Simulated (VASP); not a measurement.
Write the native input for VASP 6.6.1 that does the following.

* Task: relaxation of cell and atoms
* Functional: PBE
* Potentials or basis: VASP PAW PBE potentials, release 64 (Cu_GW)
* Cutoff: 630 eV
* k mesh: 13 × 13 × 13
* Occupations: fermi-dirac, width 0.05 eV
* Spin: no spin polarisation
* Further INCAR settings: ALGO = Fast; EDIFF = 1e-07; IBRION = 2; EDIFFG = -0.01; NSW = 60; ISIF = 3

The structure of Cu lies in POSCAR:

```
Cu
1.0
    0.0000000000      1.8075000000      1.8075000000
    1.8075000000      0.0000000000      1.8075000000
    1.8075000000      1.8075000000      0.0000000000
Cu
1
Direct
    0.0000000000      0.0000000000      0.0000000000
```

The input as run:

INCAR

```
SYSTEM = Cu
PREC     = Accurate       ! precision mode
ENCUT    = 630            ! plane-wave cutoff, eV
EDIFF    = 1E-7           ! SCF threshold, eV
ISMEAR   = -1             ! smearing method
SIGMA    = 0.05           ! smearing width, eV
LREAL    = .FALSE.        ! projectors in reciprocal space
LASPH    = .TRUE.         ! aspherical terms in the spheres
NELM     = 60             ! most SCF steps
ALGO     = Fast           ! electronic algorithm
ISIF     = 3              ! what is computed and relaxed
LWAVE    = .FALSE.        ! write WAVECAR
LCHARG   = .FALSE.        ! write CHGCAR
GGA      = PE             ! functional
IBRION   = 2              ! ionic algorithm
NSW      = 60             ! ionic steps
EDIFFG   = -0.01          ! ionic threshold
```

KPOINTS

```
Automatic mesh
0
G
  13 13 13
  0 0 0
```

Potentials or basis: VASP PAW PBE potentials, release 64 (Cu_GW).

The run is started by

```sh
$ cat potpaw_PBE.64/Cu_GW/POTCAR > POTCAR
$ mpirun -np 1 vasp_std > vasp.out
```

It gave:

```yaml
Relaxed_volume: 11.85 Å³/atom
Relaxed_cell: a = 2.559 Å, b = 2.559 Å, c = 2.559 Å, α = 60.00°, β = 60.00°, γ = 60.00°
Space_group_after_relaxing_to_0.05_Å: Fm-3m (No. 225)
Energy_gained_by_relaxing: 0.1 meV/atom
Ionic_steps: 7
Pressure_after_relaxing: -0.1 GPa
Band_gap_on_the_k_mesh: none (metal or under the smearing width)
```

Run time: 51 s on 1 thread of AMD EPYC 9R45 96-Core Processor (Zen 5) (shared host), peak memory 0.12 GiB.
